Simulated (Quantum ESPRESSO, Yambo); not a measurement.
# GaAs (F-43m): G0W0 with Yambo, start to end, part 3 of 3

Wanted: ground state, empty states, screening and self-energy for GaAs (F-43m).

Quantum ESPRESSO 7.5 and Yambo 5.3.0; PBE and many-body steps on it, plane waves. Known limits of the many-body steps: not at the basis limit; no spin-orbit coupling; coarse k mesh.

So far. Step 3 (Bands along the symmetry lines): The gap is 0.518 eV, as in the run before at this level. Step 4 (Empty states on the mesh, 4×4×4 mesh, 124 bands): On this mesh the gap is 0.518 eV.

## (6) Screening and self-energy, 4×4×4 mesh, 124 bands, screening to 163.3 eV

Now the one-shot GW correction: screening in the RPA, then the self-energy of the levels asked for.

This step: G0W0 on PBE, plane waves, norm-conserving pseudopotentials.

gw1.in

```
HF_and_locXC
gw0
dyson
ppa
em1d
rim_cut
RandQpts= 1000000
RandGvec= 1 RL
EXXRLvcs= 104 Ry
VXCRLvcs= 416 Ry
Chimod= "HARTREE"
% BndsRnXp
 1 | 124 |
%
NGsBlkXp= 12 Ry
% LongDrXp
 1 | 1 | 1 |
%
% GbndRnge
 1 | 124 |
%
DysSolver= "n"
ExtendOut
PPAPntXp= 27.21138 eV
% QPkrange
 1 | 1 | 21 | 24 |
%
```

The run is started by

```console
OMP_NUM_THREADS=1 mpirun -n 8 yambo -F gw1.in -J gw1 -C gw1 > gw1.log
```

What it wrote:

```text
 Yambo, version 5.3.0

 [02] CORE Variables Setup
 =========================

  [... cell, symmetries and grids as in the set-up ...]

  [02.05] Energies & Occupations
  ==============================

  [X] === General ===
  [X] Electronic Temperature                        :  0.000000  0.000000 [eV K]
  [X] Bosonic    Temperature                        :  0.000000  0.000000 [eV K]
  [X] Finite Temperature mode                       : no
  [X] El. density                                   :  0.97390E+24 [cm-3]
  [X] Fermi Level                                   :  9.827510 [eV]

  [X] === Gaps and Widths ===
  [X] Conduction Band Min                           :  0.518058 [eV]
  [X] Valence Band Max                              :  0.000000 [eV]
  [X] Filled Bands                                  :  22
  [X] Empty Bands                                   :   23  124
  [X] Direct Gap                                    :  0.518058 [eV]
  [X] Direct Gap localized at k                     :  1
  [X] Indirect Gap                                  :  0.518058 [eV]
  [X] Indirect Gap between kpts                     :  1  1
  [X] Last valence band width                       :  3.339194 [eV]
  [X] 1st conduction band width                     :  4.106600 [eV]

 [03] Transferred momenta grid and indexing
 ==========================================

 IBZ Q-points                                      :   8
 BZ  Q-points                                      :   64

 K/Q-points units:
 rlu = crystal or reduced units; cc = cartesian coordinates; iku = interal k-units

 Q [1]          [rlu]:  0.000000  0.000000  0.000000
 Q [2]          [rlu]: -0.91587E-18 -0.91587E-18  0.25000
 Q [3]          [rlu]:  0.18317E-17  0.18317E-17 -0.50000
 Q [4]          [rlu]: -0.26116E-17  0.25000      0.25000
 Q [5]          [rlu]:  0.71282E-16  0.25000      0.50000
 Q [6]          [rlu]:  0.18317E-17  0.25000     -0.25000
 Q [7]          [rlu]:  0.52231E-17 -0.50000     -0.50000
 Q [8]          [rlu]:  0.250000 -0.500000 -0.250000

 [04] Coloumb potential Random Integration (RIM)
 ===============================================

  [04.01] RIM initialization
  ==========================

  * Diagonal components only detected *

  8 x (sBL volume)        :  0.101699 [a.u.]
  sBZ random points       :  1000000
  Points outside the sBZ  :   7987327
  RL volume               :  0.813588 [a.u.]
  Integrated volume       :  0.814879 [a.u.]

  [04.02] RIM integrals
  =====================

  Gamma point sphere radius             :  0.084669 [a.u.]
  Points outside the sphere             :   799513
  [Int_sBZ(q=0) 1/q^2]*(Vol_sBZ)^(-1/3) =:  7.764325
                                 should be <:  7.795600

  Summary of Coulomb integrals for non-metallic bands |Q|[au] RIM/Bare

  Q [1] 0.100000E-4 0.995988 * Q [2] 0.254653 1.066317
  Q [4] 0.294048 1.065091 * Q [6] 0.415847 1.027759
  Q [5] 0.487623 1.020584 * Q [3] 0.509306 1.018268
  Q [7] 0.588096 1.014689 * Q [8] 0.657511 1.011648

 [05] Dipoles
 ============

  [05.01] Setup: observables and procedures
  =========================================

 [06] Dynamic Dielectric Matrix (PPA)
 ====================================

 [SLK-Inversion]  Pools        :  2
 [SLK-Inversion]  BLACS grid   :  2  2

 [WR./gw1//ndb.pp]---------------------------------------------------------------
  Brillouin Zone Q/K grids (IBZ/BZ)                :    8   64    8   64
  RL vectors                                       :   6567 [WF]
  Coulomb cutoff potential                         : none
  Electronic Temperature                           :  0.000000 [K]
  Bosonic    Temperature                           :  0.000000 [K]
  PPA    diel. fun.  energies                      : Perdew, Burke & Ernzerhof(X)+Perdew, Burke & Ernzerhof(C)
  wavefunctions                                    : Perdew, Burke & Ernzerhof(X)+Perdew, Burke & Ernzerhof(C)
  Global Gauge                                     : length
  X matrix size                                    :  229
  X band range                                     :    1  124
  X e/h energy range                               : -1.000000 -1.000000 [eV]
  X Time ordering                                  : R
  X Hxc Kernel                                     : HARTREE
  X Drude frequency                                :  0.000000  0.000000
  X poles                                          :  100.0000 [o/o]
  RL vectors in the sum                            :   6567
  [r,Vnl] included                                 : yes
  Field direction                                  :  0.577350E-5  0.577350E-5  0.577350E-5
  BZ energy Double Grid                            : no
  BZ energy DbGd points                            : 0
  BZ Q point size factor                           : -1.000000
  X Optical Averaged directions                    : none

 [07] Local Exchange-Correlation + Non-Local Fock
 ================================================

 [VXC] Plane waves :   43655
 [EXS] Plane waves :   5601

 QP @ state[ 1 ] K range:  1  1
 QP @ state[ 1 ] b range:  21  24

 [xc] Functional : Perdew, Burke & Ernzerhof(X)+Perdew, Burke & Ernzerhof(C)
 [xc] LIBXC used to calculate xc functional
  PP Number of Atomic Species                      :  2
  NLCC RL compoments                               :   43655
  PP Number of Atomic Species                      :  2
  NLCC RL compoments                               :   43655

 [xc] E_xc :  -45.46122 [Ha]
      E_xc :  -90.92244 [Ry]

  Local XC kind (lXC) : Perdew, Burke & Ernzerhof(X)+Perdew, Burke & Ernzerhof(C)
  Non-Local XC kind (nlXC) : Hartree-Fock

  Corrections @ K [1] :  [eV]
 <21|nlXC|21> = -15.93716  0.12580E-17 <21|lXC|21> = -14.36257 -0.94408E-16
 <22|nlXC|22> = -15.93726  0.13258E-17 <22|lXC|22> = -14.36257 -0.18882E-15
 <23|nlXC|23> = -10.69830 -0.29310E-18 <23|lXC|23> = -14.69845 -0.47204E-16
 <24|nlXC|24> = -7.088429  0.13440E-17 <24|lXC|24> = -11.53166  0.000000

 [08] Dyson equation: Newton solver
 ==================================

  [08.01] G0W0 (W PPA)
  ====================

  [  GW  ] Bands range     :    1  124
  [GW/PPA] G damping       :  0.100000 [eV]

  QP @ state[ 1 ] K range:  1  1
  QP @ state[ 1 ] b range:  21  24

   Sc/G bands                                       :    1  124
   Sc/G damping                                     :  0.100000 ev
   Sc bands terminator                              : no
   Sx RL components                                 :   5601

   QP @ state[ 1 ] K range                          :  1  1
   QP @ state[ 1 ] b range                          :  21  24
   GF energies kind                                 : Perdew, Burke & Ernzerhof(X)+Perdew, Burke & Ernzerhof(C)
   GF WF`s kind                                     : Perdew, Burke & Ernzerhof(X)+Perdew, Burke & Ernzerhof(C)
   Xs energies kind                                 : Perdew, Burke & Ernzerhof(X)+Perdew, Burke & Ernzerhof(C)
   Xs WF`s kind                                     : Perdew, Burke & Ernzerhof(X)+Perdew, Burke & Ernzerhof(C)

 [11] Game Over & Game summary
```

The job ended after 92 s (8 MPI ranks of Arm Neoverse V2, shared host; peak memory 4.3 GiB; 12 min of CPU time).

This step gave:

```
G0W0 gap on the points computed              : 1.176 eV
starting gap on the mesh                     : 0.5181 eV
k of the valence top                         : 0, 0, 0
k of the conduction bottom                   : 0, 0, 0
least direct G0W0 gap on the computed points : 1.176 eV
Z at the valence top                         : 0.7950
Z at the conduction bottom                   : 0.7985
```

The gap on the mesh goes from 0.52 eV to 1.18 eV, a correction of +0.66 eV.

Limits: finite bands, cutoff and mesh; no spin-orbit coupling; coarse k mesh. v1 is the top filled band, c1 the lowest empty one. The levels before and after the correction (eV, zero at the valence-band top of each column):

```tsv
	conduction bottom	valence top
Kohn-Sham	0.52	0.00
G0W0	1.18	0.00
```

```tsv
	level	energy (eV)
Kohn-Sham	Γ v2-v1	0.000
Kohn-Sham	Γ c1	0.518
Kohn-Sham	Γ c2	3.737
G0W0	Γ v2-v1	0.000
G0W0	Γ c1	1.176
G0W0	Γ c2	4.297
```

## (7) Where the time went

Times are wall times on the hardware named with each run, good to a factor of about two.

```tsv
step	time	share	memory (GiB)
ground state	8.2 s	7 %	0.59
bands along the symmetry lines	5.3 s	5 %	0.55
empty states on the mesh	7.5 s	6 %	0.61
conversion and set-up	2.9 s	3 %	0.25
screening and self-energy	92 s	79 %	4.3
```

## (8) What came out

| Quantity | Value |
| --- | --- |
| PBE gap | 0.52 eV, direct |
| G0W0 gap on the mesh | 1.18 eV |
| GW settings | 4×4×4 mesh, 124 bands, screening to 163.3 eV, Godby-Needs plasmon pole |
| known limits | not at the basis limit; no spin-orbit coupling; coarse k mesh |

What this shows: G0W0 moves the gap on the mesh from 0.52 eV to 1.18 eV (+0.66 eV), with Z of 0.79 and 0.80 at the edges. Only 1 of the mesh's irreducible points was corrected, so a valley elsewhere could overtake. The dearest step here is «screening and self-energy». Against experiment, by G0W0@PBE: the direct gap of 1.18 eV lies −0.33 eV from the measured 1.51 eV (exciton, 77 K, 2020); the direct gap of 1.18 eV lies −0.24 eV from the measured 1.412 ± 0.01 eV (direct, 300 K, 2008); the direct gap of 1.18 eV lies −0.24 eV from the measured 1.42 eV (direct, 300 K, 2004); the direct gap of 1.18 eV lies −0.24 eV from the measured 1.418 ± 0.005 eV (direct, 300 K, 2008). An exciton line or allowed optical edge lies below the quasiparticle gap by the binding energy; a forbidden edge can push the onset above it. The calculation has static nuclei and no excitons; a measured gap holds zero-point and thermal motion, which mostly lowers it. Bands and cutoff are finite, so the gap is not at the basis limit. The miss can reach some tenths of an eV and take either sign; the mesh is an error of its own. In the G0W0 run levels were corrected at 1 k point alone, so a gap called «on the mesh» is the least over those, and an edge elsewhere would be missed. The 4×4×4 mesh is coarse for this cell, which bears on the long-range parts of exchange and screening. The many-body steps are scalar-relativistic: spin-orbit coupling is not in them.

[Paths, hosts, dates, memory and timing lines, banners, echoed tables and standing remarks are left out of the program output.]

[Logs are printed without paths, hosts, clocks, repeated set-up lines and the standing remarks that a program may print on its own settings, such as how far it seeks lower states.]

[Runs of the session that timed out or met a known fault of the program may be left out.]

[Hosts, paths, dates, database ids (printed as entryN), source tags and the programs' standing remarks are cut or masked in the printed files.]
